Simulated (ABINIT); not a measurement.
An input for ABINIT 10.8.3 (SiC (F-43m)):

```
acell 3*1.0 Angstrom
rprim 
  -0.000000000000 2.179000000000 2.179000000000
  2.179000000000 0.000000000000 2.179000000000
  2.179000000000 2.179000000000 -0.000000000000
ntypat 2
znucl 14 6
natom 2
typat 1 2
xred 
  0.000000000000 0.000000000000 0.000000000000
  0.250000000000 0.250000000000 0.250000000000
pp_dirpath "pseudos"
pseudos "Si.upf, C.upf"
ecut 46
ngkpt 6 6 6
nshiftk 1
shiftk 0 0 0
kptopt 1
chksymbreak 0
irdden 1
istwfk *1
nband 107
prtvol 0
optdriver 6
gwr_task "HDIAGO"
paral_kgb 0
occopt 1
indata_prefix "in"
outdata_prefix "out"
tmpdata_prefix "tmp"
```

```sh
OMP_NUM_THREADS=1 mpirun -n 4 abinit run.abi > log
```

Q: How long will it take on 4 MPI ranks of Intel Xeon 6975P-C (Granite Rapids), shared host, and how much memory?

It took 41 s; on shared hardware allow 20 s to 81 s. Peak host memory was 1.2 GiB.

[Paths, hosts, dates, memory and timing lines, banners, echoed tables and standing remarks are left out of the program output.]

[Logs are printed without paths, hosts, clocks, repeated set-up lines and the standing remarks that a program may print on its own settings, such as how far it seeks lower states.]

[Runs of the session that timed out or met a known fault of the program may be left out.]

[Hosts, paths, dates, database ids (printed as entryN), source tags and the programs' standing remarks are cut or masked in the printed files.]

[G0W0 gaps are taken among the corrected bands and points alone; a level outside them can change the order at an edge.]

[Where Ansatz stands beside ABINIT at settings called matched, ABINIT's density can come from a denser mesh and the files from another edition; pairs whose starting gaps differed by over 0.03 eV were left out, so agreement reads better than it is.]
